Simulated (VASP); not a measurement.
Crystal: Be.

```
Be
1.0
     0.00000    1.57905    1.57905
     1.57905    0.00000    1.57905
     1.57905    1.57905    0.00000
Be
1
Direct
  0.00000 0.00000 0.00000
```

The cell was built by a generator and needn't be a form met in nature.

Base run:

* Program: VASP 6.6.1
* Functional: BLYP
* Potentials or basis: VASP PAW PBE potentials, release 64 (Be)
* Cutoff: 520 eV
* k mesh: 14 × 14 × 14
* Occupations: fermi-dirac, width 0.05 eV
* Spin: no spin polarisation

Its results: pressure 0.2 GPa.

Question: The run is repeated on the same cell with these changes: functional from BLYP to SCAN. What comes out?

Answer: Pressure 0.6 GPa.

Caveats: the PAW data sets were made with another functional, which shifts forces and pressure a little.

Not every run made on this cell is shown here.
